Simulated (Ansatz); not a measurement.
# CsI: relaxing the cell moves the phonons

CsI in the CsCl structure, in a typed cell, not relaxed.

```
CELL_PARAMETERS angstrom
4.66000 0.00000 0.00000
0.00000 4.66000 0.00000
0.00000 0.00000 4.66000
ATOMIC_POSITIONS crystal
Cs 0.00000 0.00000 0.00000
I 0.50000 0.50000 0.50000
```

Settings of the Ansatz calculation: LDA; Ansatz hand-made PAW at 520 eV; k mesh 4×4×4; fixed occupations; no spin. Phonons (linear response) are harmonic and in cm⁻¹; i marks an unstable mode. Zone-centre lists hold the optical modes without the non-analytic term.

Caveats: coarse k mesh; the program warns that the mesh is coarse for the field response.

At 50.60 Å³ an atom it gives top Γ mode (cm⁻¹) 36; lowest mode at q = [0.5, 0.5, 0.5] (cm⁻¹) 39; top mode at q = [0.5, 0.5, 0.5] (cm⁻¹) 44; mean ε∞ 3.26; mean Born charge of Cs (e) 1.32.

**Question.** Now relax cell and atoms with LDA and repeat. What volume and frequencies result?

**Answer.** 
| cell | cutoff (eV) | volume (Å³/atom) | top Γ mode (cm⁻¹) | lowest mode at q = [0.5, 0.5, 0.5] (cm⁻¹) | top mode at q = [0.5, 0.5, 0.5] (cm⁻¹) | mean ε∞ | mean Born charge of Cs (e) |
| --- | --- | --- | --- | --- | --- | --- | --- |
| relaxed cell | 520 | 42.69 | 68 | 57 | 66 | 3.67 | 1.32 |

From these two points, −d ln ω / d ln V for the top Γ mode is about 3.7.
